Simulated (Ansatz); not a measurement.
The calculation used Ansatz 0.2.0, DFT PBE, scalar-relativistic, plane waves, PAW. All cells share a 420 eV cutoff and Γ-centred k meshes spaced at most about 0.3 Å⁻¹ (about 0.25 or finer for metals, 2π included). No spin polarisation.

Temperature and zero-point effects are left out.

Compare these two cells of Ta5N, each relaxed at this level.

A.

```yaml
crystal:
  lattice:
    - [3.22560, 0.00000, 0.00000]
    - [0.00000, 3.22560, 0.00000]
    - [0.00000, 0.00000, 18.18801]
  atoms:
    - { symbol: Ta, position: [0.00000, 0.50000, 0.73618] }
    - { symbol: Ta, position: [0.50000, 0.00000, 0.64237] }
    - { symbol: Ta, position: [0.00000, 0.50000, 0.54706] }
    - { symbol: Ta, position: [0.00000, 0.50000, 0.93163] }
    - { symbol: Ta, position: [0.00000, 0.50000, 0.17296] }
    - { symbol: Ta, position: [0.50000, 0.00000, 0.06837] }
    - { symbol: Ta, position: [0.50000, 0.00000, 0.82704] }
    - { symbol: Ta, position: [0.50000, 0.00000, 0.26382] }
    - { symbol: Ta, position: [0.00000, 0.50000, 0.35763] }
    - { symbol: Ta, position: [0.50000, 0.00000, 0.45294] }
    - { symbol: N, position: [0.00000, 0.50000, 0.05263] }
    - { symbol: N, position: [0.50000, 0.00000, 0.94737] }
```

B.

```yaml
crystal:
  lattice:
    - [3.05158, 0.00000, 0.00000]
    - [-1.52579, 2.64275, 0.00000]
    - [0.00000, 0.00000, 12.12856]
  atoms:
    - { symbol: Ta, position: [0.66667, 0.33333, 0.89437] }
    - { symbol: Ta, position: [0.33333, 0.66667, 0.10563] }
    - { symbol: Ta, position: [0.66667, 0.33333, 0.30379] }
    - { symbol: Ta, position: [0.33333, 0.66667, 0.69621] }
    - { symbol: Ta, position: [0.00000, 0.00000, 0.50000] }
    - { symbol: N, position: [0.00000, 0.00000, 0.00000] }
```

Task: Which is lower in energy, and by how much?

Result: A is lower, by 23 meV/atom. A has space group P4/nmm (No. 129), 15.8 Å³/atom and no gap on its mesh; B has space group P-3m1 (No. 164), 16.3 Å³/atom and no gap. The denser one is the lower, and pressure would at first widen the difference. In A, Ta on its first site is surrounded by 8 Ta at 2.82–2.85 Å, 4 Ta at 3.23 Å and 2 Ta at 3.44–3.56 Å; around Ta on its second site lie 8 Ta at 2.85–2.86 Å and 6 Ta at 3.23–3.45 Å; N is surrounded by 6 Ta at 2.19–2.30 Å; 3 more sites not described. In B, around Ta on a site of symmetry 3m lie 3 N at 2.18 Å and 12 Ta at 2.98–3.11 Å; Ta on a second site of symmetry 3m is surrounded by 12 Ta at 2.96–3.05 Å; N has 6 Ta at 2.18 Å; 1 more site not described. Both come from invented guesses. The lowest form computed isn't among them: it has space group I4/mmm (No. 139), 16.0 Å³/atom and lies 48 meV/atom below the best shown.

For metals, differences of a few meV/atom aren't resolved. These runs have no spin–orbit coupling, which can matter for Ta. Cells relaxed within their symmetry can be saddle points. Some structure types and database cells were kept out of the candidates from the start, so a known form may be missing.
